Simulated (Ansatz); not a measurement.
# 96-atom supercell of wurtzite AlN with displaced atoms, uniform strain +2.4 %

Aim: forces and frontier levels of a cell whose atoms are off their sites, by PBEsol and PBE0.

Method: density functional theory in Ansatz 0.2.0, PAW datasets, plane waves.

## 1. The system as built

96 atoms (48 Al, 48 N); a = 9.566 Å, b = 11.045 Å, c = 10.206 Å, α = 90.00°, β = 90.00°, γ = 90.00°. All atoms were shaken off their sites by about 0.10 Å along each axis.

The runs, in order: (2) PBEsol single point at the single k point (¼, ¼, ¼), on 1 × NVIDIA GB300 Max-Q with 8 threads of Arm Neoverse-V2; (3) PBE0 single point at the single k point (¼, ¼, ¼), on 1 × NVIDIA GB300 Max-Q with 8 threads of Arm Neoverse-V2.

## 2. PBEsol single point

File in.yaml:

```yaml
crystal:
  lattice:
    - [9.565643, 0.000000, 0.000000]
    - [0.000000, 11.045453, 0.000000]
    - [0.000000, 0.000000, 10.206267]
  atoms:
    - { symbol: Al, position: [0.157049, 0.080427, 0.253208] }
    - { symbol: Al, position: [0.146808, 0.081754, 0.750751] }
    - { symbol: Al, position: [0.993832, 0.340191, 0.232346] }
    - { symbol: Al, position: [0.000758, 0.332222, 0.753494] }
    - { symbol: Al, position: [0.501719, 0.094452, 0.261881] }
    - { symbol: Al, position: [0.520032, 0.079416, 0.744651] }
    - { symbol: Al, position: [0.327728, 0.335688, 0.247416] }
    - { symbol: Al, position: [0.322747, 0.325023, 0.754416] }
    - { symbol: Al, position: [0.187313, 0.589476, 0.257647] }
    - { symbol: Al, position: [0.168192, 0.582411, 0.757397] }
    - { symbol: Al, position: [0.996137, 0.821444, 0.250985] }
    - { symbol: Al, position: [0.992772, 0.830094, 0.754831] }
    - { symbol: Al, position: [0.829202, 0.076143, 0.252811] }
    - { symbol: Al, position: [0.841683, 0.080217, 0.753306] }
    - { symbol: Al, position: [0.662008, 0.328722, 0.250251] }
    - { symbol: Al, position: [0.651745, 0.324752, 0.729289] }
    - { symbol: Al, position: [0.495285, 0.590673, 0.222411] }
    - { symbol: Al, position: [0.502680, 0.582640, 0.740292] }
    - { symbol: Al, position: [0.356288, 0.826510, 0.255178] }
    - { symbol: Al, position: [0.324551, 0.833003, 0.740981] }
    - { symbol: Al, position: [0.839525, 0.578353, 0.252289] }
    - { symbol: Al, position: [0.826334, 0.582816, 0.760637] }
    - { symbol: Al, position: [0.685201, 0.855581, 0.236683] }
    - { symbol: Al, position: [0.664376, 0.844045, 0.744316] }
    - { symbol: Al, position: [0.009855, 0.159027, 0.502278] }
    - { symbol: Al, position: [0.996676, 0.176050, 0.013457] }
    - { symbol: Al, position: [0.307033, 0.170751, 0.486679] }
    - { symbol: Al, position: [0.338299, 0.179039, 0.976742] }
    - { symbol: Al, position: [0.173217, 0.413858, 0.506788] }
    - { symbol: Al, position: [0.163557, 0.410047, 0.988349] }
    - { symbol: Al, position: [0.988231, 0.652493, 0.494663] }
    - { symbol: Al, position: [0.008774, 0.671754, 0.991130] }
    - { symbol: Al, position: [0.658913, 0.162663, 0.509142] }
    - { symbol: Al, position: [0.664320, 0.162323, 0.997229] }
    - { symbol: Al, position: [0.488999, 0.408763, 0.489460] }
    - { symbol: Al, position: [0.496815, 0.411133, 0.988262] }
    - { symbol: Al, position: [0.341496, 0.666809, 0.489375] }
    - { symbol: Al, position: [0.338538, 0.656642, 0.004142] }
    - { symbol: Al, position: [0.142724, 0.909157, 0.502546] }
    - { symbol: Al, position: [0.159080, 0.906812, 0.001760] }
    - { symbol: Al, position: [0.823326, 0.410287, 0.486276] }
    - { symbol: Al, position: [0.822871, 0.429524, 0.988146] }
    - { symbol: Al, position: [0.669795, 0.672890, 0.508140] }
    - { symbol: Al, position: [0.668147, 0.675468, 0.997237] }
    - { symbol: Al, position: [0.516135, 0.921366, 0.504520] }
    - { symbol: Al, position: [0.499317, 0.911149, 0.988439] }
    - { symbol: Al, position: [0.830479, 0.923903, 0.491020] }
    - { symbol: Al, position: [0.812933, 0.905194, 0.008058] }
    - { symbol: N, position: [0.983808, 0.146705, 0.198590] }
    - { symbol: N, position: [0.991606, 0.161834, 0.686449] }
    - { symbol: N, position: [0.343642, 0.171849, 0.197764] }
    - { symbol: N, position: [0.329907, 0.185464, 0.680013] }
    - { symbol: N, position: [0.172057, 0.413061, 0.175395] }
    - { symbol: N, position: [0.185535, 0.412074, 0.686186] }
    - { symbol: N, position: [0.993556, 0.662463, 0.175362] }
    - { symbol: N, position: [0.983451, 0.660006, 0.677536] }
    - { symbol: N, position: [0.655994, 0.158849, 0.190006] }
    - { symbol: N, position: [0.660825, 0.175697, 0.711390] }
    - { symbol: N, position: [0.492415, 0.398352, 0.204471] }
    - { symbol: N, position: [0.508774, 0.405112, 0.698413] }
    - { symbol: N, position: [0.339920, 0.670468, 0.188373] }
    - { symbol: N, position: [0.337541, 0.674086, 0.683416] }
    - { symbol: N, position: [0.164890, 0.908995, 0.203534] }
    - { symbol: N, position: [0.172702, 0.916327, 0.679359] }
    - { symbol: N, position: [0.831196, 0.412949, 0.184872] }
    - { symbol: N, position: [0.835696, 0.412417, 0.677150] }
    - { symbol: N, position: [0.657066, 0.660840, 0.179647] }
    - { symbol: N, position: [0.682348, 0.674448, 0.693106] }
    - { symbol: N, position: [0.487860, 0.912418, 0.198992] }
    - { symbol: N, position: [0.492613, 0.920159, 0.682820] }
    - { symbol: N, position: [0.859815, 0.923799, 0.191054] }
    - { symbol: N, position: [0.825239, 0.922339, 0.690232] }
    - { symbol: N, position: [0.169111, 0.082246, 0.449538] }
    - { symbol: N, position: [0.161387, 0.086713, 0.945637] }
    - { symbol: N, position: [0.004497, 0.328601, 0.441156] }
    - { symbol: N, position: [0.003962, 0.331936, 0.948061] }
    - { symbol: N, position: [0.498264, 0.084875, 0.447011] }
    - { symbol: N, position: [0.505755, 0.078238, 0.921449] }
    - { symbol: N, position: [0.343846, 0.333863, 0.447524] }
    - { symbol: N, position: [0.349144, 0.336899, 0.946078] }
    - { symbol: N, position: [0.182154, 0.575817, 0.428347] }
    - { symbol: N, position: [0.165714, 0.582884, 0.940082] }
    - { symbol: N, position: [0.001507, 0.822514, 0.449087] }
    - { symbol: N, position: [0.994059, 0.810168, 0.946932] }
    - { symbol: N, position: [0.830088, 0.087298, 0.445124] }
    - { symbol: N, position: [0.825148, 0.074260, 0.932983] }
    - { symbol: N, position: [0.656874, 0.327968, 0.447016] }
    - { symbol: N, position: [0.688911, 0.334023, 0.941588] }
    - { symbol: N, position: [0.540146, 0.593581, 0.421769] }
    - { symbol: N, position: [0.491861, 0.582025, 0.945028] }
    - { symbol: N, position: [0.327139, 0.841693, 0.430404] }
    - { symbol: N, position: [0.343013, 0.823935, 0.914955] }
    - { symbol: N, position: [0.838653, 0.583987, 0.431743] }
    - { symbol: N, position: [0.846788, 0.571916, 0.937884] }
    - { symbol: N, position: [0.662954, 0.829197, 0.445505] }
    - { symbol: N, position: [0.667669, 0.825300, 0.923170] }
  symmetry: { detect: false }
kpoints:
  mp_grid: { grid: [1, 1, 1], shift: [0.25, 0.25, 0.25] }
hamiltonian:
  xc: pbesol
scf:
  occupations: { method: fermi_dirac, width: 0.01 }
output:
  forces: true
  eigenvalues: true
  stress: true
  populations: true
  eigenstates: { kpoints: [[0.25, 0.25, 0.25]], e_range: [-6.0, 6.0], localisation: true }
```

The run is started by

```bash
> ansatz run in.yaml --threads 8 --pin off --max-ram 118750MiB --runs-dir r --events-out ev --progress --plain --backend cuda --devices 0,
```

## 3. PBE0 single point

Edit in.yaml of step 2 so:

```diff
@@ -106,3 +106,3 @@
 hamiltonian:
-  xc: pbesol
+  xc: pbe0
 scf:
@@ -112,3 +112,2 @@
   eigenvalues: true
-  stress: true
   populations: true
```

**Question.** What will these runs give? Wanted: for each run, top filled to lowest empty; pressure; force change.

As calculated:

```
 level         time  top filled to lowest empty (eV)  pressure (GPa)  force change (eV/Å rms)
PBEsol  5.8 s (GPU)                             3.09           -6.17                        0
  PBE0   34 s (GPU)                             5.09               -                    0.111
```

At the same k points, PBEsol gives a spacing 2.00 eV smaller than the 5.09 eV of PBE0. Exact exchange costs time: PBE0 ran about 5.9 times as long as PBEsol on the same kind of device. PBE0 forces are 4 % stiffer than those of PBEsol by the slope, and differ by 0.11 eV/Å rms. With one k point the spacing samples only the states that fold onto it, so it can exceed the gap over the zone.
